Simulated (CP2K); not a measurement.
# Al (Fm-3m) in CP2K: equation of state

How stiff is Al in PBE, and what volume does it want? The cell is scaled to several volumes.

All numbers are computed with CP2K 2026.2; they aren't measurements. Logs are shortened: lines on timing, memory, paths and dates and some standing lists are left out, and cuts for length are marked.

**The experiment to reproduce.**

From “The interpretation of polycrystalline coherent inelastic neutron scattering from aluminium”, 2013, pmc:3831299, for a bulk crystal of Al: bulk modulus 76.9 GPa.

How close the calculation comes is told below.

## Step 1: The crystal as given

The structure is cubic, space group Fm-3m (No. 225). Conventional cell: a = 4.050 Å, b = 4.050 Å, c = 4.050 Å, α = 90.00°, β = 90.00°, γ = 90.00°. Al (site symmetry m-3m) has 12 Al at 2.86 Å as nearest neighbours.

## Step 2: Single point, PBE, 16.60 Å³/atom

File al_eos.inp:

```
&GLOBAL
  PROJECT al_eos
  RUN_TYPE ENERGY_FORCE
  PRINT_LEVEL LOW
&END GLOBAL
&FORCE_EVAL
  METHOD QS
  STRESS_TENSOR ANALYTICAL
  &DFT
    BASIS_SET_FILE_NAME BASIS_MOLOPT_UZH
    POTENTIAL_FILE_NAME POTENTIAL_UZH
    &MGRID
      CUTOFF 450
      REL_CUTOFF 60
      NGRIDS 5
    &END MGRID
    &QS
      METHOD GPW
      EPS_DEFAULT 1.0E-10
    &END QS
    &KPOINTS
      SCHEME MONKHORST-PACK 11 11 11
      GAMMA_CENTERED T
      SYMMETRY T
      SYMMETRY_BACKEND SPGLIB
    &END KPOINTS
    &SCF
      SCF_GUESS ATOMIC
      EPS_SCF 1.0E-6
      MAX_SCF 100
      ADDED_MOS 8
      CHOLESKY OFF
      EPS_EIGVAL 1.0E-7
      &DIAGONALIZATION ON
        ALGORITHM STANDARD
      &END DIAGONALIZATION
      &MIXING ON
        METHOD BROYDEN_MIXING
        ALPHA 0.4
        BETA 1.5
        NBUFFER 8
      &END MIXING
      &SMEAR ON
        METHOD FERMI_DIRAC
        ELECTRONIC_TEMPERATURE [K] 580.226
      &END SMEAR
    &END SCF
    &XC
      &XC_FUNCTIONAL
        &GGA_X_PBE
        &END GGA_X_PBE
        &GGA_C_PBE
        &END GGA_C_PBE
      &END XC_FUNCTIONAL
    &END XC
    &PRINT
      &KPOINTS ON
      &END KPOINTS
      &MULLIKEN ON
      &END MULLIKEN
      &MO ON
        ENERGIES T
        OCCUPATION_NUMBERS T
        &EACH
          QS_SCF 0
        &END EACH
        ADD_LAST NUMERIC
      &END MO
    &END PRINT
  &END DFT
  &SUBSYS
    &CELL
      A 2.8635066922 0.0000000000 0.0000000000
      B 1.4317533461 2.4798695393 0.0000000000
      C 1.4317533461 0.8266231798 2.3380434236
      PERIODIC XYZ
    &END CELL
    &COORD
      SCALED
      Al  0.0000000000 0.0000000000 0.0000000000
    &END COORD
    &KIND Al
      BASIS_SET TZVP-MOLOPT-PBE-GTH-q3
      POTENTIAL GTH-PBE-q3
    &END KIND
    &PRINT
      &ATOMIC_COORDINATES ON
      &END ATOMIC_COORDINATES
      &CELL ON
      &END CELL
    &END PRINT
  &END SUBSYS
  &PRINT
    &FORCES ON
    &END FORCES
    &STRESS_TENSOR ON
    &END STRESS_TENSOR
  &END PRINT
&END FORCE_EVAL
```

Potentials or basis: POTENTIAL_UZH Al GTH-PBE-q3; TZVP-MOLOPT-PBE-GTH basis.

Run with:

```console
$ OMP_NUM_THREADS=1 cp2k.psmp -i al_eos.inp -o al_eos.out
```

al_eos.out:

```text

 CP2K| version string:                                       CP2K version 2026.2
 CP2K| Input file name                                                al_eos.inp

 GLOBAL| Force Environment number                                              1
 GLOBAL| Basis set file name                                    BASIS_MOLOPT_UZH
 GLOBAL| Potential file name                                       POTENTIAL_UZH
 GLOBAL| MM Potential file name                                     MM_POTENTIAL
 GLOBAL| Coordinate file name                                      __STD_INPUT__
 GLOBAL| Method name                                                        CP2K
 GLOBAL| Project name                                                     al_eos
 GLOBAL| Run type                                                   ENERGY_FORCE
 GLOBAL| FFT library                                                       FFTW3
[... 8 lines left out ...]
 GLOBAL| CPU model name                                                  UNKNOWN

 CELL| Volume [angstrom^3]:                                            16.602734
 CELL| Vector a [angstrom]:       2.864     0.000     0.000   |a| =     2.863507
 CELL| Vector b [angstrom]:       1.432     2.480     0.000   |b| =     2.863507
 CELL| Vector c [angstrom]:       1.432     0.827     2.338   |c| =     2.863507
 CELL| Angle (b,c), alpha [degree]:                                    60.000000
 CELL| Angle (a,c), beta  [degree]:                                    60.000000
 CELL| Angle (a,b), gamma [degree]:                                    60.000000
 CELL| Numerically orthorhombic:                                              NO
 CELL| Periodicity                                                           XYZ

 CELL_REF| Volume [angstrom^3]:                                        16.602734
 CELL_REF| Vector a [angstrom     2.864     0.000     0.000   |a| =     2.863507
 CELL_REF| Vector b [angstrom     1.432     2.480     0.000   |b| =     2.863507
 CELL_REF| Vector c [angstrom     1.432     0.827     2.338   |c| =     2.863507
 CELL_REF| Angle (b,c), alpha [degree]:                                60.000000
 CELL_REF| Angle (a,c), beta  [degree]:                                60.000000
 CELL_REF| Angle (a,b), gamma [degree]:                                60.000000
 CELL_REF| Numerically orthorhombic:                                          NO
 CELL_REF| Periodicity                                                       XYZ
[... 9 lines left out ...]
 TOTAL NUMBERS AND MAXIMUM NUMBERS

  Total number of            - Atomic kinds:                                   1
                             - Atoms:                                          1
                             - Shell sets:                                     1
                             - Shells:                                         7
                             - Primitive Cartesian functions:                  4
                             - Cartesian basis functions:                     18
                             - Spherical basis functions:                     17

  Maximum angular momentum of- Orbital basis functions:                        2
                             - Local part of the GTH pseudopotential:          0
                             - Non-local part of the GTH pseudopotential:      2

 MODULE QUICKSTEP: ATOMIC COORDINATES IN ANGSTROM

   Atom Kind Element         X             Y             Z       Z(eff)     Mass
      1    1 Al   13      0.000000      0.000000      0.000000   3.0000  26.9815

 SCF PARAMETERS         Density guess:                                    ATOMIC
[... 9 lines left out ...]
                        --------------------------------------------------------
                        level_shift [a.u.]:                             0.000000
                        added MOs                                         8    0
                        --------------------------------------------------------
                        Mixing method:                            BROYDEN_MIXING
                                                charge density mixing in g-space
                        --------------------------------------------------------
                        Smear method:                                FERMI_DIRAC
                        Electronic temperature [K]:                        580.2
                        Electronic temperature [a.u.]:                  1.84E-03
                        Accuracy threshold:                             1.00E-10
                        --------------------------------------------------------
                        No outer SCF

 *******************************************************************************
                                    Kpoints
 *******************************************************************************
[... 37 lines left out ...]
     3 Broy./Diag. 0.40E+00    3.4     0.00341562        -2.0852013193  9.45E-02
     4 Broy./Diag. 0.40E+00    3.3     0.00042818        -2.0752123290  9.99E-03
     5 Broy./Diag. 0.40E+00    3.3     0.00035698        -2.0726160680  2.60E-03
     6 Broy./Diag. 0.40E+00    3.4     0.00015783        -2.0728525759 -2.37E-04
     7 Broy./Diag. 0.40E+00    3.3     0.00002619        -2.0726352580  2.17E-04
     8 Broy./Diag. 0.40E+00    3.3     0.00005235        -2.0726771376 -4.19E-05
     9 Broy./Diag. 0.40E+00    3.4     0.00000395        -2.0726798846 -2.75E-06
    10 Broy./Diag. 0.40E+00    3.3     0.00000267        -2.0726820373 -2.15E-06
    11 Broy./Diag. 0.40E+00    3.3     0.00000001        -2.0726818496  1.88E-07

  *** SCF run converged in    11 steps ***

  Electronic density on regular grids:         -2.9999999999        0.0000000001
  Core density on regular grids:                2.9999999992       -0.0000000008
  Total charge density on r-space grids:       -0.0000000007
  Total charge density g-space grids:          -0.0000000007

  Overlap energy of the core charge distribution:               0.00000000000000
  Self energy of the core charge distribution:                 -5.64177408513588
  Core Hamiltonian energy:                                      1.16837209900407
  Hartree energy:                                               3.20358856319064
  Exchange-correlation energy:                                 -0.80271743737316
  Electronic entropic energy:                                  -0.00015098926214
  Fermi energy:                                                 0.25823058528204

  Total energy:                                                -2.07268184957636
  Total energy (extrapolated to T->0):                         -2.07260635494529

 MO| EIGENVALUES AND OCCUPATION NUMBERS FOR K POINT 1
 MO|
 MO|  Index      Eigenvalue [a.u.]        Eigenvalue [eV]             Occupation
 MO|      1               0.050019               1.361082               2.000000
 MO|      2               0.137330               3.736941               2.000000
 MO|      3               0.668961              18.203361               0.000000
 MO|      4               0.668974              18.203716               0.000000
 MO|      5               0.727826              19.805155               0.000000
 MO|      6               0.727827              19.805168               0.000000
 MO|      7               0.839288              22.838185               0.000000
 MO|      8               1.190429              32.393214               0.000000
 MO|      9               1.190434              32.393367               0.000000
 MO|     10               1.339577              36.451751               0.000000
 MO| Sum:                                                               4.000000
 MO| E(Fermi):            0.258231 a.u.          7.026812 eV
 MO| Band gap:            0.531631 a.u.         14.466420 eV
[... 196 lines left out ...]
 MO| EIGENVALUES AND OCCUPATION NUMBERS FOR K POINT 14
 MO|
 MO|  Index      Eigenvalue [a.u.]        Eigenvalue [eV]             Occupation
 MO|      1               0.007472               0.203333               2.000000
 MO|      2               0.320151               8.711752               0.000000
 MO|      3               0.445058              12.110632               0.000000
 MO|      4               0.480373              13.071626               0.000000
 MO|      5               0.714147              19.432925               0.000000
 MO|      6               0.834003              22.694377               0.000000
 MO|      7               0.954904              25.984255               0.000000
 MO|      8               1.100035              29.933474               0.000000
 MO|      9               1.190672              32.399822               0.000000
 MO|     10               1.473794              40.103964               0.000000
 MO| Sum:                                                               2.000000
 MO| E(Fermi):            0.258231 a.u.          7.026812 eV

 [... the levels of further k-points ...]

 !-----------------------------------------------------------------------------!
                     Mulliken Population Analysis

 #  Atom  Element  Kind  Atomic population                           Net charge
       1     Al       1          3.000000                              0.000000
 # Total charge                              3.000000                  0.000000

 !-----------------------------------------------------------------------------!

 ENERGY| Total FORCE_EVAL ( QS ) energy [hartree]             -2.072681945626627

 FORCES| Atomic forces [hartree/bohr]
 FORCES|   Atom     x               y               z               |f|
 FORCES|      1  6.68992900E-16 -9.27922859E-17  1.48404292E-15   1.63050462E-15
 FORCES| Sum     6.68992900E-16 -9.27922859E-17  1.48404292E-15
 FORCES| Total atomic force                                       1.63050462E-15

 STRESS| Analytical stress tensor [bar]
 STRESS|                        x                   y                   z
 STRESS|      x       -7.01023227065E+03  -9.79527710120E-02  -7.12974122346E-02
 STRESS|      y       -9.79527710120E-02  -7.01281923303E+03  -1.66281570663E-01
 STRESS|      z       -7.12974122346E-02  -1.66281570663E-01  -7.01091876651E+03
 STRESS| 1/3 Trace                                            -7.01132342340E+03
 STRESS| Determinant                                          -3.44667224422E+11

 STRESS| Eigenvectors and eigenvalues of the analytical stress tensor [bar]
 STRESS|                        1                   2                   3
 STRESS| Eigenvalues  -7.01283780687E+03  -7.01091005375E+03  -7.01022240957E+03
 STRESS|      x           0.039819701877      0.091157334660      0.995040065364
 STRESS|      y           0.995348569650     -0.091046891526     -0.031491085070
 STRESS|      z           0.087724661515      0.991665671424     -0.094358782745
```

It took 44 s on 1 thread of Arm Neoverse V1, shared host; peak memory 0.22 GiB.

Results:

| Quantity | Value |
| --- | --- |
| Free energy | -56.4005 eV |
| Pressure | -0.7 GPa |
| Band gap on the k mesh | none (metal or under the smearing width) |

Caveat: the basis of atomic orbitals isn't converged, which shifts pressures, moduli and gaps.

## Step 3: Single point, PBE, 16.27 Å³/atom (volume scaled by 0.98)

Edit al_eos.inp of step 2 so:

```diff
@@ -11,2 +11,3 @@
     POTENTIAL_FILE_NAME POTENTIAL_UZH
+    WFN_RESTART_FILE_NAME previous-RESTART.kp
     &MGRID
@@ -27,3 +28,3 @@
     &SCF
-      SCF_GUESS ATOMIC
+      SCF_GUESS RESTART
       EPS_SCF 1.0E-6
@@ -72,5 +73,5 @@
     &CELL
-      A 2.8635066922 0.0000000000 0.0000000000
-      B 1.4317533461 2.4798695393 0.0000000000
-      C 1.4317533461 0.8266231798 2.3380434236
+      A 2.8442879474 0.0000000000 0.0000000000
+      B 1.4221439737 2.4632256181 0.0000000000
+      C 1.4221439737 0.8210752061 2.3223513842
       PERIODIC XYZ
```

Potentials or basis: POTENTIAL_UZH Al GTH-PBE-q3; TZVP-MOLOPT-PBE-GTH basis.

Run with:

```console
$ OMP_NUM_THREADS=1 cp2k.psmp -i al_eos.inp -o al_eos.out
```

Run time: 32 s. Hardware: 1 thread of Arm Neoverse V1, shared host; peak memory 0.22 GiB.

It converged, with:

- Free energy: -56.4004 eV
- Pressure: 0.9 GPa
- Band gap on the k mesh: none (metal or under the smearing width)

Caveat: the basis of atomic orbitals isn't converged, which shifts pressures, moduli and gaps.

## Step 4: Single point, PBE, 16.93 Å³/atom (volume scaled by 1.02)

Edit al_eos.inp of step 3 so:

```diff
@@ -73,5 +73,5 @@
     &CELL
-      A 2.8442879474 0.0000000000 0.0000000000
-      B 1.4221439737 2.4632256181 0.0000000000
-      C 1.4221439737 0.8210752061 2.3223513842
+      A 2.8824708653 0.0000000000 0.0000000000
+      B 1.4412354327 2.4962929950 0.0000000000
+      C 1.4412354327 0.8320976650 2.3535276061
       PERIODIC XYZ
```

Run with:

```console
$ OMP_NUM_THREADS=1 cp2k.psmp -i al_eos.inp -o al_eos.out
```

Wall time 31 s (1 thread of Arm Neoverse V1, shared host); peak memory 0.22 GiB.

Results (log left out):

* Free energy: -56.3976 eV
* Pressure: -2.2 GPa
* Band gap on the k mesh: none (metal or under the smearing width)

Caveat: the basis of atomic orbitals isn't converged, which shifts pressures, moduli and gaps.

## Step 5: Single point, PBE, 15.94 Å³/atom (volume scaled by 0.96)

Edit al_eos.inp of step 4 so:

```diff
@@ -73,5 +73,5 @@
     &CELL
-      A 2.8824708653 0.0000000000 0.0000000000
-      B 1.4412354327 2.4962929950 0.0000000000
-      C 1.4412354327 0.8320976650 2.3535276061
+      A 2.8248059117 0.0000000000 0.0000000000
+      B 1.4124029558 2.4463536802 0.0000000000
+      C 1.4124029558 0.8154512268 2.3064443686
       PERIODIC XYZ
```

Run with:

```console
$ OMP_NUM_THREADS=1 cp2k.psmp -i al_eos.inp -o al_eos.out
```

Wall time 32 s (1 thread of Arm Neoverse V1, shared host); peak memory 0.22 GiB.

It converged, with:

* Free energy: -56.3966 eV
* Pressure: 2.7 GPa
* Band gap on the k mesh: none (metal or under the smearing width)

Caveat: the basis of atomic orbitals isn't converged, which shifts pressures, moduli and gaps.

## Step 6: Single point, PBE, 17.27 Å³/atom (volume scaled by 1.04)

Edit al_eos.inp of step 5 so:

```diff
@@ -73,5 +73,5 @@
     &CELL
-      A 2.8248059117 0.0000000000 0.0000000000
-      B 1.4124029558 2.4463536802 0.0000000000
-      C 1.4124029558 0.8154512268 2.3064443686
+      A 2.9011887331 0.0000000000 0.0000000000
+      B 1.4505943666 2.5125031440 0.0000000000
+      C 1.4505943666 0.8375010480 2.3688106812
       PERIODIC XYZ
```

Potentials or basis: POTENTIAL_UZH Al GTH-PBE-q3; TZVP-MOLOPT-PBE-GTH basis.

Run with:

```console
$ OMP_NUM_THREADS=1 cp2k.psmp -i al_eos.inp -o al_eos.out
```

It took 28 s on 1 thread of Arm Neoverse V1, shared host; peak memory 0.21 GiB.

The run converged. Its results:

```yaml
Free_energy: -56.3917 eV
Pressure: -3.5 GPa
Band_gap_on_the_k_mesh: none (metal or under the smearing width)
```

Caveat: the basis of atomic orbitals isn't converged, which shifts pressures, moduli and gaps.

## Step 7: Single point, PBE, 15.61 Å³/atom (volume scaled by 0.94)

Edit al_eos.inp of step 6 so:

```diff
@@ -73,5 +73,5 @@
     &CELL
-      A 2.9011887331 0.0000000000 0.0000000000
-      B 1.4505943666 2.5125031440 0.0000000000
-      C 1.4505943666 0.8375010480 2.3688106812
+      A 2.8050513779 0.0000000000 0.0000000000
+      B 1.4025256889 2.4292457521 0.0000000000
+      C 1.4025256889 0.8097485841 2.2903148593
       PERIODIC XYZ
```

Run with:

```console
$ OMP_NUM_THREADS=1 cp2k.psmp -i al_eos.inp -o al_eos.out
```

It took 37 s on 1 thread of Arm Neoverse V1, shared host; peak memory 0.21 GiB.

Results (log left out):

| Item | Value |
| --- | --- |
| Free energy | -56.3889 eV |
| Pressure | 4.7 GPa |
| Band gap on the k mesh | none (metal or under the smearing width) |

Caveat: the basis of atomic orbitals isn't converged, which shifts pressures, moduli and gaps.

## Step 8: Single point, PBE, 17.60 Å³/atom (volume scaled by 1.06)

Edit al_eos.inp of step 7 so:

```diff
@@ -73,5 +73,5 @@
     &CELL
-      A 2.8050513779 0.0000000000 0.0000000000
-      B 1.4025256889 2.4292457521 0.0000000000
-      C 1.4025256889 0.8097485841 2.2903148593
+      A 2.9196681405 0.0000000000 0.0000000000
+      B 1.4598340702 2.5285067802 0.0000000000
+      C 1.4598340702 0.8428355934 2.3838990541
       PERIODIC XYZ
```

Run with:

```console
$ OMP_NUM_THREADS=1 cp2k.psmp -i al_eos.inp -o al_eos.out
```

It took 28 s on 1 thread of Arm Neoverse V1, shared host; peak memory 0.21 GiB.

It converged, with:

| Item | Value |
| --- | --- |
| Free energy | -56.3833 eV |
| Pressure | -4.6 GPa |
| Band gap on the k mesh | none (metal or under the smearing width) |

Caveat: the basis of atomic orbitals isn't converged, which shifts pressures, moduli and gaps.

## Step 9: Equation of state, PBE

Potentials or basis: POTENTIAL_UZH Al GTH-PBE-q3; TZVP-MOLOPT-PBE-GTH basis.

No new run: the results of the series are fitted here.

What came out:

* Equilibrium volume: 16.45 Å³/atom
* Bulk modulus: 80 GPa
* Pressure derivative of the bulk modulus: 4.4

Energy against volume, from the lowest point:
```csv
volume (Å³/atom),energy (meV/atom)
15.607,11.61
15.939,3.93
16.271,0.19
16.603,0.00
16.935,2.99
17.267,8.84
17.599,17.24
```

Caveat: the basis of atomic orbitals isn't converged, which shifts pressures, moduli and gaps.

## Step 10: Comparison with measurements

Step 9. Measured bulk modulus of Al: 76.9 GPa (quoted in “The interpretation of polycrystalline coherent inelastic neutron scattering from aluminium”, 2013, pmc:3831299). This calculation gives 80 GPa (+3.7 %). The fit is for a static lattice scaled at fixed shape and fixed fractional positions.
